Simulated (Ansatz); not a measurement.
Au: the change of pressure with volume scale

Periodic Kohn-Sham DFT of a crystal at fixed atoms, scaled to volume_scale times the given cell; pressure positive in compression, energy less spherical unpolarised free atoms, largest_vzz the field gradient of largest size among the nuclei. The results are calculated, by Ansatz 0.2.0.

The cell before it is scaled or strained (space group Fm-3m, No. 225):
```
cell vectors (Å)
   0.0000     2.0455     2.0455
   2.0455     0.0000     2.0455
   2.0455     2.0455     0.0000
atoms (fractions of the cell vectors)
Au  0.00000  0.00000  0.00000
```

Settings of every row: method frozen-core PAW; functional PBE; relativity scalar; k mesh 14x14x14; filling fermi-dirac; smearing width 0.08 eV; wave cutoff 420 eV; paw set soft_2.

Atom start moment: 0 on all atoms.

Limits: no spin-orbit coupling on heavy atoms; the cell was measured well above room temperature.

| row | volume scale | V (Å³/atom) | pressure (GPa) |
| --- | --- | --- | --- |
| 1 | 0.9405 | 16.099 | 21.317 |
| 2 | 0.98 | 16.775 | 11.795 |
| 3 | 1 | 17.117 | ? |
| 4 | 1.02 | 17.459 | 4.354 |
| 5 | 1.06 | 18.144 | -1.334 |

Question: what pressure should row 3 give?

Worked fit of pressure. Take u = (V_r/V)^(2/3) − 1 with V_r = 17.117 Å³ an atom, which is twice the finite (Eulerian) strain; such expansions in the strain, on which the Birch-Murnaghan equation of state is built, carry the rest volume and the bulk modulus. The shown rows have u = 0.04172, 0.01355, -0.0131, -0.0381. Least squares give pressure = 7.8265 + 279.886 × u + 1039.35 × u² GPa; a straight line predicts inner rows, each left out in turn, worse (root mean square 1.1 against 0.034 GPa). The rows lie off it by 0.005, -0.015, 0.016, -0.006 (root mean square 0.012 GPa). The pressure vanishes at u = -0.0317, or V = 17.96 Å³ an atom, and there the bulk modulus at fixed shape and fractions is B = −V dP/dV = (2/3)(1 + u) dP/du = 138 GPa. The withheld row has u = 0, so the fit gives 7.8265 + 279.886 × (0) + 1039.35 × (0)² = 7.827 GPa.

The calculation gave 7.829 GPa. The fit lies 0.002 GPa (0.0088 % of the column's range) below it; its largest miss of a shown row is 0.016 GPa.
